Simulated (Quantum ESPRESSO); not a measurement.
# SnSe2: zone-centre phonons under several settings

```
Sn Se
1.0
     3.81100    0.00000    0.00000
    -1.90550    3.30042    0.00000
     0.00000    0.00000    6.13600
Sn Se
1 2
Direct
  0.00000 0.00000 0.00000
  0.66667 0.33333 0.75100
  0.33333 0.66667 0.24900
```

All runs used Quantum ESPRESSO 7.5; potentials PseudoDojo 0.4.1 SR PBE standard; k mesh 4 × 4 × 2, shifted; no spin polarisation; cutoff 1170 eV; occupations smeared at first, fixed for the response.

```csv
level,geometry,volume (Å³/atom),pressure (GPa),lowest optical mode without the field (cm⁻¹),highest optical mode without the field (cm⁻¹)
vdW-DF-cx,"given cell, atoms relaxed",25.73,?,?,?
rev-vdW-DF2,relaxed cell,26.79,0.0,111,234
```

Problem. What stands in the row left open?

Solution. Pressure 1.0 GPa; lowest optical mode without the field 114 cm⁻¹; highest optical mode without the field 246 cm⁻¹.

Caveats: all runs use coarse meshes; the potentials were made for another functional, which shifts forces and pressure.

For the row left open. Caveat: the k mesh is coarse (spacing up to 0.51 Å⁻¹), so the values aren't converged; the potentials were made for another functional, which shifts forces and pressure.
